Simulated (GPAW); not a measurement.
Here is a GPAW 26.7.0 calculation.

run.py

```python
from ase import Atoms
from ase.filters import FrechetCellFilter
from ase.io import write
from ase.optimize import BFGS
from gpaw import GPAW, PW, setup_paths

setup_paths.insert(0, '.')

atoms = Atoms(['Zn', 'Zn'],
              cell=[[2.67, 0.0, 0.0],
                    [-1.335, 2.3122878281, 0.0],
                    [0.0, 0.0, 4.966]],
              scaled_positions=[[0.6666666667, 0.3333333333, 0.75],
                                [0.3333333333, 0.6666666667, 0.25]],
              pbc=True)

calc = GPAW(mode=PW(600),
            xc='PBEsol',
            kpts={'size': (10, 10, 5), 'gamma': True},
            occupations={'name': 'fermi-dirac', 'width': 0.05},
            nbands=21,
            convergence={'density': 1e-05, 'forces': 0.0001},
            maxiter=150,
            txt='gpaw.txt')
atoms.calc = calc
opt = BFGS(FrechetCellFilter(atoms), trajectory='relax.traj', logfile='-')
done = opt.run(fmax=0.02, steps=60)
calc.write('gs.gpw')
write('result.traj', atoms)
print('Converged:', done)
print('Cell:', atoms.cell.cellpar().round(4))
print('Volume:', round(atoms.get_volume(), 4))
print(atoms.get_scaled_positions().round(5))
```

Potentials or basis: PAW data sets generated in the run's folder for this functional, pw.

Launch:

```bash
$ gpaw-setup -f PBEsol Zn
$ OMP_NUM_THREADS=1 python run.py
```

(1) What does it give for the relaxed volume?

(2) What does it give for the band gap on the k mesh?

(3) Estimate the space group after relaxing (to 0.05 Å).

(4) Predict the relaxed cell.

Results:

(1) 14.18 Å³/atom.

(2) none (metal or under the smearing width).

(3) P6_3/mmc (No. 194).

(4) a = 2.603 Å, b = 2.603 Å, c = 4.832 Å, α = 90.00°, β = 90.00°, γ = 120.00°.

Caveat: later steps reuse the first step's grids.
